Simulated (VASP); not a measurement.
# Ga2O3: Born charges and dielectric tensor with PBE

The system is Ga2O3.

```xyz
10
Lattice="2.5327 1.4623 4.5462 -2.5327 1.4623 4.5462 0.0000 -2.9246 4.5462" Properties=species:S:1:pos:R:3 pbc="T T T"
Ga    0.0000    0.0000    4.8541
Ga    0.0000    0.0000    1.9651
Ga    0.0000    0.0000    8.7844
Ga    0.0000    0.0000   11.6734
O    -0.9974    1.4623    7.9558
O    -0.7677   -1.5949    7.9558
O     1.7651    0.1326    7.9558
O     0.9974   -1.4623    5.6827
O     0.7677    1.5949    5.6827
O    -1.7651   -0.1326    5.6827
```

```json
{
 "Program": "VASP 6.6.1",
 "Task": "Born charges and dielectric tensor",
 "Functional": "PBE",
 "Potentials or basis": "VASP PAW PBE potentials, release 64 (Ga_d, O)",
 "Cutoff": "520 eV",
 "k mesh": "3 × 3 × 3",
 "Occupations": "gaussian, width 0.02 eV",
 "Spin": "no spin polarisation",
 "Further INCAR settings": "ALGO = Fast; EDIFF = 1e-08; IBRION = 8; NSW = 1"
}
```

| Quantity | Value |
| --- | --- |
| Band gap on the k mesh | 2.40 eV, indirect (least direct gap 2.58 eV) |
| Electronic dielectric tensor (diagonal) | 4.81, 4.81, 4.74 |
| Born charges (mean of the diagonal) | Ga +3.32; O -2.21 e |
| Highest phonon frequency at Γ, LO-TO splitting left out | 644 cm⁻¹ |

Levels at points of the mesh, in eV from the valence-band top:
```tsv
k point	band 42	band 43	band 44	band 45	band 46	band 47
(0.00, 0.00, 0.00)	-0.25	-0.17	-0.17	2.40	6.32	6.58
```

Phonon frequencies in cm⁻¹ (negative: imaginary):
```
              q point                                                                                                        frequencies
(0.000, 0.000, 0.000)  0 0 0 144 199 208 208 221 221 249 268 268 307 307 308 308 320 397 397 428 428 445 496 524 524 526 575 632 632 644
```

Electronic dielectric tensor:
```
4.81 0.00 0.00
0.00 4.81 0.00
0.00 0.00 4.74
```

Born effective charge tensors (e):
atom 1, Ga
```
 3.34 -0.05  0.00
 0.05  3.34  0.00
 0.00  0.00  3.28
```
atom 2, Ga
```
 3.34  0.05  0.00
-0.05  3.34  0.00
 0.00  0.00  3.28
```
atom 3, Ga
```
 3.34 -0.05  0.00
 0.05  3.34  0.00
 0.00  0.00  3.28
```
atom 4, Ga
```
 3.34  0.05  0.00
-0.05  3.34  0.00
 0.00  0.00  3.28
```
atom 5, O
```
-2.34  0.00  0.00
 0.00 -2.12  0.40
 0.00  0.57 -2.19
```
atom 6, O
```
-2.17  0.10 -0.34
 0.10 -2.28 -0.20
-0.50 -0.29 -2.19
```
atom 7, O
```
-2.17 -0.10  0.34
-0.10 -2.28 -0.20
 0.50 -0.29 -2.19
```
atom 8, O
```
-2.34  0.00  0.00
 0.00 -2.12  0.40
 0.00  0.57 -2.19
```
atom 9, O
```
-2.17  0.10 -0.34
 0.10 -2.28 -0.20
-0.50 -0.29 -2.19
```
atom 10, O
```
-2.17 -0.10  0.34
-0.10 -2.28 -0.20
 0.50 -0.29 -2.19
```

Run time: 3.2 min on 8 MPI ranks on AMD EPYC 9R45 96-Core Processor (Zen 5), with other jobs on the host, peak memory 0.17 GiB a rank.

Caveat: the k mesh is coarse (spacing up to 0.50 Å⁻¹), so the values aren't converged; an odd mesh through Γ misses points on the zone boundary, where band edges often lie. Expect the measured gap to be larger: semilocal functionals such as PBE lack the derivative discontinuity.
